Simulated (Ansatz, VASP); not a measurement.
# One calculation of SiC, two programs

Contents of INCAR:

```
ALGO = Normal
EDIFF = 1E-7
ENCUT = 520
GGA = PE
ISIF = 2
ISMEAR = 0
LASPH = True
LCHARG = False
LREAL = False
LWAVE = False
NBANDS = 11
NELM = 60
PREC = Accurate
SIGMA = 0.02
```

KPOINTS

```
k-points
0
Gamma
  10 10 10
```

POSCAR

```
SiC
1.0
    0.0000000000      2.1898629705      2.1898629705
    2.1898629705      0.0000000000      2.1898629705
    2.1898629705      2.1898629705      0.0000000000
Si C
1 1
Direct
    0.2500000000      0.2500000000      0.2500000000
    0.0000000000      0.0000000000      0.0000000000
```

Input for Ansatz:

```yaml
crystal:
  lattice:
    - [0.0, 2.1898629705, 2.1898629705]
    - [2.1898629705, 0.0, 2.1898629705]
    - [2.1898629705, 2.1898629705, 0.0]
  atoms:
    - { symbol: Si, position: [0.25, 0.25, 0.25] }
    - { symbol: C, position: [0.0, 0.0, 0.0] }
basis:
  ecutwfc: 420
  xc_grid: 2
kpoints:
  mp_grid: { grid: [10, 10, 10] }
  band_path: { path: [VBM, CBM], npoints: 2 }
hamiltonian:
  xc: pbe
scf:
  occupations: { method: gaussian, width: 0.02 }
output:
  forces: true
  stress: true
  eigenvalues: true
```

Alike in both runs: task single point; functional PBE; k mesh 10 × 10 × 10; occupations gaussian, width 0.02 eV; no spin polarisation.

|  | VASP | Ansatz |
| --- | --- | --- |
| version | VASP 6.6.1 | Ansatz 0.2.0 |
| potentials or method | VASP PAW PBE potentials, release 64 (Si, C) | scalar-relativistic, plane waves, PAW |
| plane-wave cutoff (eV) | 520 | 420 |
| valence electrons in the cell | 8 | 8 |

```tsv
	VASP	Ansatz	Ansatz less VASP
gap on the k mesh at the Fermi level (eV)	1.37	1.37	+0.002
least direct gap on the mesh (eV)	4.53	4.53	+0.003
pressure (GPa)	0.0	0.0	+0.05
```

A k mesh can miss the band edges.
